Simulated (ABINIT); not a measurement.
# A GW chain in ABINIT: GaN (P6_3mc), part 3 of 3

Wanted: ground state, empty states, screening and self-energy for GaN (P6_3mc).

ABINIT 10.8.3; PBE and many-body steps on it, plane waves. Known limits of the many-body steps: not at the basis limit; no spin-orbit coupling.

So far. Step 4 (Empty states on the mesh, 6×6×4 mesh, 137 bands): On this mesh the gap is 1.919 eV. Step 5 (Screening, 6×6×4 mesh, 129 bands, screening to 163.3 eV): Local fields lower ε∞ by 7 %.

The database entry behind the starting cell has ideal inner coordinates that were not refined, so it need not match the best structure at ambient conditions.

**6. Self-energy, 6×6×4 mesh, 129 bands, screening to 163.3 eV**

The self-energy is evaluated for the states that the input lists, and the levels follow from it, in one-shot runs by the linearised quasiparticle equation.

This step: G0W0 on PBE, plane waves, norm-conserving pseudopotentials.

Input file run.abi:

```
acell 3*1.0 Angstrom
rprim 
  3.190000000016 -0.000000000004 0.000000000000
  -1.595000000005 2.762621038088 0.000000000000
  0.000000000000 0.000000000000 5.189000000000
ntypat 2
znucl 31 7
natom 4
typat 1 1 2 2
xred 
  0.666666666667 0.333333333333 0.000000000000
  0.333333333333 0.666666666667 0.500000000000
  0.666666666667 0.333333333333 0.375000000000
  0.333333333333 0.666666666667 0.875000000000
pp_dirpath "pseudos"
pseudos "Ga.upf, N.upf"
ecut 45
ngkpt 6 6 4
nshiftk 1
shiftk 0 0 0
kptopt 1
chksymbreak 0
istwfk *1
occopt 1
irdwfk 1
optdriver 4
nband 129
gwcalctyp 0
ecutsigx 45
symsigma 1
nkptgw 1
kptgw 
  0.0000000000 0.0000000000 0.0000000000
bdgw 
  25 28
ecuteps 6
irdscr 1
ppmodel 1
indata_prefix "in"
outdata_prefix "out"
tmpdata_prefix "tmp"
```

Run with:

```sh
$ OMP_NUM_THREADS=1 mpirun -n 4 abinit run.abi > log
```

Numbers of over 12 decimals in the logs are rounded to 6 here.

What it wrote:

```text
.Version 10.8.3 of ABINIT. v10.8.2 released Aug 2026.

 Symmetries : space group P6_3 m c (#186); Bravais hP (primitive hexag.)
[... echo of the input left out ...]
== DATASET  1 ==================================================================
-   mpi_nproc: 4, omp_nthreads: 1 (-1 if OMP is not activated)

--- !DatasetInfo
iteration_state: {dtset: 1, }
dimensions: {natom: 4, nkpt: 21, mband: 129, nsppol: 1, nspinor: 1, nspden: 1, mpw: 4506, }
cutoff_energies: {ecut:  45.0, pawecutdg:  -1.0, }
electrons: {nelect:   5.20000000E+01, charge:   0.00000000E+00, occopt:   1.00000000E+00, tsmear:   1.00000000E-02, }

 SIGMA: Calculation of the GW corrections

 Based on a program developped by R.W. Godby, V. Olevano, G. Onida, and L. Reining.
 Incorporated in ABINIT by V. Olevano, G.-M. Rignanese, and M. Torrent.
.Using double precision arithmetic ; gwpc =  8

[... cell and pseudopotentials left out ...]
--------------------------------------------------------------------------------

 ==== K-mesh for the wavefunctions ====
 Number of points in the irreducible wedge :    21
[... list of points left out ...]
 Together with 12 symmetry operations and time-reversal symmetry
 yields   144 points in the full Brillouin Zone.

 ==== Q-mesh for screening function ====
 Number of points in the irreducible wedge :    21
[... list of points left out ...]
 Together with 12 symmetry operations and time-reversal symmetry
 yields   144 points in the full Brillouin Zone.

 vcoul_init : cutoff-mode = AUXILIARY_FUNCTION
 q-points for optical limit:   1
     1)      0.000010    0.000020    0.000030
 setmesh: FFT mesh size selected  =    32x   32x   60
          total number of points  =        61440

 Number of electrons calculated from density =   52.0000; Expected =   52.0000
 average of density, n =  0.168504
 r_s =    1.1231
 omega_plasma =   39.5969 [eV]

 === KS Band Gaps ===
  >>>> For spin  1
   Minimum direct gap =   1.9190 [eV], located at k-point      :   0.0000  0.0000  0.0000
   Fundamental gap    =   1.9190 [eV], Top of valence bands at :   0.0000  0.0000  0.0000
                                       Bottom of conduction at :   0.0000  0.0000  0.0000
 SIGMA fundamental parameters:
 PLASMON POLE MODEL  1
 number of plane-waves for SigmaX                 4427
 number of plane-waves for SigmaC and W            233
 number of plane-waves for wavefunctions          4427
 number of bands                                   129
 number of independent spin polarizations            1
 number of spinorial components                      1
 number of k-points in IBZ                          21
 number of q-points in IBZ                          21
 number of symmetry operations                      12
 number of k-points in BZ                          144
 number of q-points in BZ                          144
 number of frequencies for dSigma/dE                 9
 frequency step for dSigma/dE [eV]                0.25
 number of omega for Sigma on real axis              0
 max omega for Sigma on real axis  [eV]           0.00
 zcut for avoiding poles [eV]                     0.10

 EPSILON^-1 parameters (SCR file):
 dimension of the eps^-1 matrix on file            233
 dimension of the eps^-1 matrix used               233
 number of plane-waves for wavefunctions          4427
 number of bands                                   129
 number of q-points in IBZ                          21
 number of frequencies                               2
 number of real frequencies                          1
 number of imag frequencies                          1

 matrix elements of self-energy operator (all in [eV])

 Perturbative Calculation

--- !SelfEnergy_ee
iteration_state: {dtset: 1, }
kpoint     : [   0.000,    0.000,    0.000, ]
spin       : 1
KS_gap     :    1.919
QP_gap     :    2.766
Delta_QP_KS:    0.846
data: !SigmaeeData |
     Band     E0 <VxcDFT>   SigX SigC(E0)      Z dSigC/dE  Sig(E)    E-E0       E
       25   6.903 -19.060 -22.515   3.049   0.798  -0.252 -19.384  -0.324   6.579
       26   6.903 -19.060 -22.515   3.049   0.798  -0.252 -19.384  -0.324   6.579
       27   8.822 -14.199 -10.152  -3.414   0.825  -0.212 -13.677   0.523   9.344
       28  11.172 -13.976  -9.010  -4.156   0.834  -0.198 -13.300   0.676  11.848

== END DATASET(S) ==============================================================
================================================================================

 -outvars: echo values of variables after computation  --------
           etotal      0.0000000000E+00
            nband         129
             nkpt          21
          spgroup         186
 [... the other variables as echoed above ...]

 Calculation completed.
```

Run time: 12 s. Hardware: 4 MPI ranks of Arm Neoverse V1, shared host; peak memory 1.8 GiB.

This step gave:

| Property | Result |
| --- | --- |
| G0W0 gap on the points computed | 2.765 eV |
| starting gap on the mesh | 1.919 eV |
| k of the valence top | 0, 0, 0 |
| k of the conduction bottom | 0, 0, 0 |
| Z at the valence top | 0.798 |
| Z at the conduction bottom | 0.825 |
| least direct G0W0 gap on the computed points | 2.765 eV |

The gap on the mesh goes from 1.92 eV to 2.76 eV, a correction of +0.85 eV.

Limits: finite bands, cutoff and mesh; no spin-orbit coupling. v1 is the top filled band, c1 the lowest empty one. Levels before and after the correction, in eV, zero at the valence-band top of each column:

```
           conduction bottom  valence top
Kohn-Sham               1.92         0.00
     G0W0               2.77         0.00
```

```
             level  energy (eV)
Kohn-Sham  Γ v2-v1        0.000
Kohn-Sham     Γ c1        1.919
Kohn-Sham     Γ c2        4.269
     G0W0  Γ v2-v1        0.000
     G0W0     Γ c1        2.765
     G0W0     Γ c2        5.269
```

**7. Where the time went**

Times are wall times on 4 MPI ranks of Arm Neoverse V1, shared host, good to a factor of about two.

```
                          step     time  share  memory (GiB)
                  ground state     42 s    4 %          0.38
bands along the symmetry lines     54 s    5 %          0.43
      empty states on the mesh  5.8 min   32 %           4.5
                     screening   11 min   58 %           3.0
                   self-energy     12 s    1 %           1.8
```

**8. What came out**

* PBE gap: 1.92 eV, direct
* G0W0 gap on the mesh: 2.76 eV
* GW settings: 6×6×4 mesh, 129 bands, screening to 163.3 eV, Godby-Needs plasmon pole
* known limits: not at the basis limit; no spin-orbit coupling

In words: G0W0 moves the gap on the mesh from 1.92 eV to 2.76 eV (+0.85 eV), with Z of 0.80 and 0.82 at the edges. Local fields lower the RPA ε∞ on this mesh from 6.30 to 5.86. Only 1 of the mesh's irreducible points was corrected, so a valley elsewhere could overtake. The dearest step here is «screening». Bands and cutoff are finite, so the gap is not at the basis limit. The miss can reach some tenths of an eV and take either sign; the mesh is an error of its own. In the G0W0 run levels were corrected at 1 k point alone, so a gap called «on the mesh» is the least over those, and an edge elsewhere would be missed. The many-body steps are scalar-relativistic: spin-orbit coupling is not in them.

[Paths, hosts, dates, memory and timing lines, banners, echoed tables and standing remarks are left out of the program output.]

[Logs are printed without paths, hosts, clocks, repeated set-up lines and the standing remarks that a program may print on its own settings, such as how far it seeks lower states.]

[Runs of the session that timed out or met a known fault of the program may be left out.]

[Hosts, paths, dates, database ids (printed as entryN), source tags and the programs' standing remarks are cut or masked in the printed files.]

[G0W0 gaps are taken among the corrected bands and points alone; a level outside them can change the order at an edge.]

[Where Ansatz stands beside ABINIT at settings called matched, ABINIT's density can come from a denser mesh and the files from another edition; pairs whose starting gaps differed by over 0.03 eV were left out, so agreement reads better than it is.]
